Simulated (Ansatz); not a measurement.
Rock-salt NaBr

These are r²SCAN (PAW; Ansatz, a first-principles code) values and carry that method's errors.

Run with plane-wave cutoff 560 eV, 10×10×10 k mesh, Fermi–Dirac smearing 0.01 eV, scalar-relativistic PAW data made under PBE.

Cell: measured lattice: a = b = c = 5.973 Å, α = β = γ = 90.00°.

For rock-salt NaBr, the band gap is 4.94 eV (direct) and the width of the whole s-p valence band is 13.23 eV.

Measured, for comparison: band gap 7.1 eV (temperature not stated, no zero-point or thermal correction; as tabulated in Aguado et al. (1998), arXiv:cond-mat/9809176).

Note: cell and atoms aren't relaxed at this level (pressure -0.3 GPa).

Spin–orbit coupling is not included.

It cost around 9 core-seconds (rough) of CPU time.
